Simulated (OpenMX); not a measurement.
Crystal: BaTiO3.

```xyz
5
Lattice="3.9998 0.0000 0.0000 0.0000 3.9998 0.0000 0.0000 0.0000 4.0180" Properties=species:S:1:pos:R:3 pbc="T T T"
Ba    0.0000    0.0000    0.0000
Ti    1.9999    1.9999    1.9688
O     0.0000    1.9999    2.0773
O     1.9999    0.0000    2.0773
O     1.9999    1.9999    0.0763
```

Base run:

```yaml
Program: OpenMX 3.8.5
Functional: PBE
Potentials_or_basis: OpenMX 2013 PBE set, Ba10.0-s3p2d2, Ti7.0-s3p2d2, O6.0-s2p2d1, grid cutoff 400 Ry
k_mesh: 5 × 5 × 5
Occupations: fermi-dirac, width 0.05 eV
Spin: no spin polarisation
```

Its results: band gap on the k mesh 1.55 eV, indirect (least direct gap 1.77 eV); pressure 3.9 GPa; largest force 0.447 eV/Å.

**Question.** The run is repeated on the same cell with these changes: functional from PBE to LDA; potentials or basis from OpenMX 2013 PBE set, Ba10.0-s3p2d2, Ti7.0-s3p2d2, O6.0-s2p2d1, grid cutoff 400 Ry to OpenMX 2013 LDA set, Ba10.0-s3p2d2, Ti7.0-s3p2d2, O6.0-s2p2d1, grid cutoff 400 Ry. What comes out?

**Answer.** Band gap on the k mesh 1.48 eV, indirect (least direct gap 1.70 eV); pressure -6.5 GPa; largest force 0.504 eV/Å.

Caveats: spin-orbit coupling is left out, which moves the levels of the heavy elements; the mesh misses the band edges, which the band path finds closer together; the basis of atomic orbitals isn't converged, which shifts pressures, moduli and gaps.
